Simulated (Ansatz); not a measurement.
Suppose MnO takes space group Pmmm (No. 47), with Mn on 2t and 1c; O on 2s and 1e. A trial structure of MnO was built thus: 4-connected net, two elements alternating.

Theory: Ansatz 0.2.0, DFT PBE, scalar-relativistic, plane waves, PAW. Cutoff 420 eV, Γ-centred mesh, Gaussian smearing, collinear spin.

Problem. Predict the relaxed structure.

Solution.

Space group Pmmm (No. 47). a = 2.872 Å, b = 3.767 Å, c = 6.206 Å, α = 90.00°, β = 90.00°, γ = 90.00°
| atom | site | symmetry | x | y | z |
| --- | --- | --- | --- | --- | --- |
| Mn | 2t | mm2 | 0.5000 | 0.5000 | 0.2277 |
| Mn | 1c | mmm | 0.0000 | 0.0000 | 0.5000 |
| O | 2s | mm2 | 0.5000 | 0.0000 | 0.2894 |
| O | 1e | mmm | 0.0000 | 0.5000 | 0.0000 |

Mn on a site of symmetry mm2 has 4 O at 1.92–2.01 Å; around Mn on a site of symmetry mmm lie 4 O at 1.94 Å; O on a site of symmetry mm2 has 4 Mn at 1.92–1.94 Å; O on a site of symmetry mmm has 4 Mn at 2.01 Å. Another local minimum with the same sites may exist.

Problem. Is it a metal?

Solution. The gap on the 14×10×6 mesh of the 6-atom cell is 0 eV (a metal). The net moment per atom is 1.59 μB. The moment by site is Mn 2.9 (×2), 2.4; O 0.1 μB.

The last run used collinear spin and Gaussian smearing of 0.10 eV. In such compounds of Mn a zero gap at this level may well be an artefact, since no Hubbard U is applied. Another magnetic order may lie lower. A structure relaxed within its symmetry needn't be a true minimum. Site moments count only spheres around the atoms; the net moment includes the space between them.
